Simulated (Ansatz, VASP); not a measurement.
Si in VASP and in Ansatz

```
CELL_PARAMETERS angstrom
0.00000 1.90638 1.90638
1.90638 0.00000 1.90638
1.90638 1.90638 0.00000
ATOMIC_POSITIONS crystal
Si 0.00000 0.00000 0.00000
```

Alike in both runs: functional r2SCAN; k mesh 18 × 18 × 18; occupations gaussian, width 0.1 eV; no spin polarisation.

Ansatz relaxed the structure, and its values are those at the end. VASP's run is a single point on that final structure, the one shown.

|  | VASP | Ansatz |
| --- | --- | --- |
| version | VASP 6.6.1 | Ansatz 0.2.0 |
| potentials or method | VASP PAW PBE potentials, release 64 (Si) | scalar-relativistic, plane waves, PAW |
| plane-wave cutoff (eV) | 520 | 500 |
| valence electrons in the cell | 4 | 4 |

```csv
,VASP,Ansatz,Ansatz less VASP
gap on the k mesh at the Fermi level (eV),none,none,-
pressure (GPa),0.1,0.0,-0.10
```

A gap of «none» marks a metal or a gap that the smearing closes. The functional is the same, so the differences come from potentials, cutoffs and numerics.

Caveats: the PAW data sets were made with another functional, which shifts forces and pressure a little (VASP).
